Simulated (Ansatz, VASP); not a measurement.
**Two plane-wave programs on Ca**

The input INCAR:

```
SYSTEM = Ca
PREC     = Accurate       ! precision mode
ENCUT    = 520            ! plane-wave cutoff, eV
EDIFF    = 1E-6           ! SCF threshold, eV
ISMEAR   = 0              ! smearing method
SIGMA    = 0.05           ! smearing width, eV
LREAL    = .False.        ! projectors in reciprocal space
LASPH    = .True.         ! aspherical terms in the spheres
NELM     = 80             ! most SCF steps
ALGO     = Normal         ! electronic algorithm
ISIF     = 2              ! what is computed and relaxed
LWAVE    = .False.        ! write WAVECAR
LCHARG   = .False.        ! write CHGCAR
GGA      = PS             ! functional
NBANDS   = 11             ! bands
```

Contents of KPOINTS:

```
Automatic mesh
0
Gamma
  14 14 14
  0 0 0
```

File POSCAR:

```
Ca
1.0
    0.0000000000      2.7291793060      2.7291793060
    2.7291793060      0.0000000000      2.7291793060
    2.7291793060      2.7291793060      0.0000000000
Ca
1
Direct
    0.0000000000      0.0000000000      0.0000000000
```

Input for Ansatz:

```yaml
crystal:
  lattice:
    - [0.0, 2.729179306, 2.729179306]
    - [2.729179306, 0.0, 2.729179306]
    - [2.729179306, 2.729179306, 0.0]
  atoms:
    - { symbol: Ca, position: [0.0, 0.0, 0.0] }
basis:
  ecutwfc: 420
  ecutrho_ratio: 4
kpoints:
  mp_grid: { grid: [14, 14, 14] }
hamiltonian:
  xc: pbesol
scf:
  occupations: { method: gaussian, width: 0.05 }
output:
  forces: true
  stress: true
  eigenvalues: true
```

Alike in both runs: task single point; functional PBEsol; k mesh 14 × 14 × 14; occupations gaussian, width 0.05 eV; no spin polarisation.

```csv
,VASP,Ansatz
version,VASP 6.6.1,Ansatz 0.2.0
potentials or method,"VASP PAW PBE potentials, release 64 (Ca_sv)","scalar-relativistic, plane waves, PAW"
plane-wave cutoff (eV),520,420
valence electrons in the cell,10,10
```

|  | VASP | Ansatz | Ansatz less VASP |
| --- | --- | --- | --- |
| pressure (GPa) | 0.0 | 0.0 | +0.01 |

Caveats: the PAW data sets were made with another functional, which shifts forces and pressure a little (VASP).
